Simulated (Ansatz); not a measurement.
# KF: the band gap up the ladder of functionals

One table from this session's results is given with a row withheld; the runs are named, their logs left out.

Program: Ansatz 0.2.0. PAW datasets, plane waves. No spin polarisation and no zero-point or thermal motion.

## The system as given

The cell was relaxed beforehand with r2SCAN.

Space group Fm-3m (No. 225), cubic; a = 5.318 Å in the conventional setting, 18.80 Å³ an atom. Around K lie 6 F at 2.66 Å; around F lie 6 K at 2.66 Å.

As a file:

```cif
data_structure
_symmetry_space_group_name_H-M 'Fm-3m'
_symmetry_Int_Tables_number 225
_cell_length_a 5.3179
_cell_length_b 5.3179
_cell_length_c 5.3179
_cell_angle_alpha 90.000
_cell_angle_beta 90.000
_cell_angle_gamma 90.000
_cell_volume 150.39
loop_
_atom_site_label
_atom_site_type_symbol
_atom_site_symmetry_multiplicity
_atom_site_Wyckoff_symbol
_atom_site_fract_x
_atom_site_fract_y
_atom_site_fract_z
_atom_site_occupancy
K1 K 4 a 0.00000 0.00000 0.00000 1
F1 F 4 b 0.50000 0.00000 0.00000 1
```

The first run:

Input file input.yaml:

```yaml
crystal:
  lattice:
    - [0.0, 2.658961466, 2.658961466]
    - [2.658961466, 0.0, 2.658961466]
    - [2.658961466, 2.658961466, 0.0]
  atoms:
    - { symbol: K, position: [0.0, 0.0, 0.0] }
    - { symbol: F, position: [0.5, 0.5, 0.5] }
kpoints:
  mp_grid: { grid: [8, 8, 8] }
  band_path:
    path:
      - [[0.0, 0.0, 0.0], [0.5, -4.20722038351e-35, 0.5], [0.625, 0.25, 0.625]]
      - [[0.375, 0.375, 0.75], [0.0, 0.0, 0.0], [0.5, 0.5, 0.5], [0.5, 0.25, 0.75], [0.5, -4.20722038351e-35, 0.5]]
    npoints: 10
hamiltonian:
  xc: pbe
scf:
  occupations: { method: fermi_dirac, width: 0.02 }
  n_extra_bands: 4
output:
  forces: true
  stress: true
  eigenvalues: true
```

The run is started by

```console
> ansatz run input.yaml --threads 2 --pin off --max-ram 29491MiB --backend cpu --events-out ev --progress --plain --runs-dir out
```

Steps of the session up to this table: Band structure with PBE; r2SCAN; Single point with HSE06; PBE0 at the same geometry; Single point with LDA; One-shot GW from PBE; DDH-PBE0; r2SCAN0 at the same geometry; Hartree-Fock.

One of the session's tables, all rows but one given; the rest of the session is left out.

| level | gap (eV) |
| --- | --- |
| PBE | 6.26 |
| r2SCAN | 6.91 |
| HSE06 | 8.26 |
| PBE0 | 9.04 |
| LDA | 5.88 |
| G0W0@PBE (112 empty bands) | 9.65 |
| G0W0@PBE (278 empty bands) | ? |
| DDH-PBE0 | 11.92 |
| r2SCAN0 | 9.42 |
| Hartree-Fock | 17.61 |

Estimate the missing values for G0W0@PBE (278 empty bands).

The run gave: gap (eV): 9.82. In the column «gap (eV)» it lies between G0W0@PBE (112 empty bands) (9.65) and DDH-PBE0 (11.92).

Meshes: PBE 8×8×8, r2SCAN 8×8×8, HSE06 6×6×6, PBE0 6×6×6, LDA 8×8×8, DDH-PBE0 6×6×6, r2SCAN0 6×6×6, Hartree-Fock 6×6×6

What this shows: The gap runs from 5.88 eV (LDA) to 17.61 eV (Hartree-Fock). PBE reaches 64 % of the G0W0@PBE value, and r2SCAN 70 %. PBE0 lies 0.78 eV above HSE06, which differs from it by screening the long-range exchange. Hartree-Fock lies above G0W0@PBE by 7.8 eV. No extrapolation in bands, cutoff or mesh was made for G0W0.

To keep in mind: Warnings in the runs' records: stress scf threshold loose, stress exchange threshold loose.
